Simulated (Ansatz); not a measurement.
## SnO2: all-electron results

```
Sn O
1.0
     4.73735    0.00000    0.00000
     0.00000    4.73735    0.00000
     0.00000    0.00000    3.18640
Sn O
2 4
Direct
  0.00000 0.00000 0.00000
  0.50000 0.50000 0.50000
  0.30562 0.30562 0.00000
  0.19438 0.80562 0.50000
  0.69438 0.69438 0.00000
  0.80562 0.19438 0.50000
```

Atoms are numbered in the order listed.

The geometry is COD entry 2101853, unchecked; take it as a test cell.

Spin–orbit coupling is left out, though it moves levels of the heavy atoms by tenths of an eV or more.

Methods: DFT, PBE, all-electron LAPW, scalar-relativistic (Ansatz 0.2.0); DFT, PBE, PAW with Ansatz's default frozen-core files, scalar-relativistic (Ansatz 0.2.0); DFT, PBE, all-electron PAW with datasets made for the crystal, scalar-relativistic (Ansatz 0.2.0).

For LAPW: a Γ-centred 4×4×6 k mesh, Fermi–Dirac smearing of 0.03 eV, basis error target 1 meV/atom, no spin polarisation. PAW takes a cutoff of 420 eV at this cell. The crystal-made all-electron datasets (AE datasets) take a cutoff of 460 eV at this cell. The Ansatz runs share mesh, smearing and spin set-up. Values come from LAPW unless marked.

No spin–orbit coupling: at heavy atoms the gradients can be off by tens of per cent for that reason.

```yaml
Largest_force: 0.00064 Ha/bohr on O3
Field_gradients_Vzz_crystal-made_datasets: Sn1 5.92 (η = 0.59), O3 -10.44 (η = 0.14) in 10²¹ V/m²
Bader_charges_from_the_PAW_run: Sn1 +2.51, O3 -1.25 e
Pressure_at_this_cell: 10.75 GPa
Volume_per_atom: 11.92 Å³
```

Give the computed value. Stress xx, yy, zz (compression positive).

9.98, 9.98, 12.27 GPa.

Give the computed value. Band gap.

1.26 eV, direct at Γ.

Löwdin charges (with 0.24 e of the cell spilling out of the atomic basis, so their sizes and signs hang on that basis): what does the calculation give?

Sn1 1.69, O3 -0.78 e.
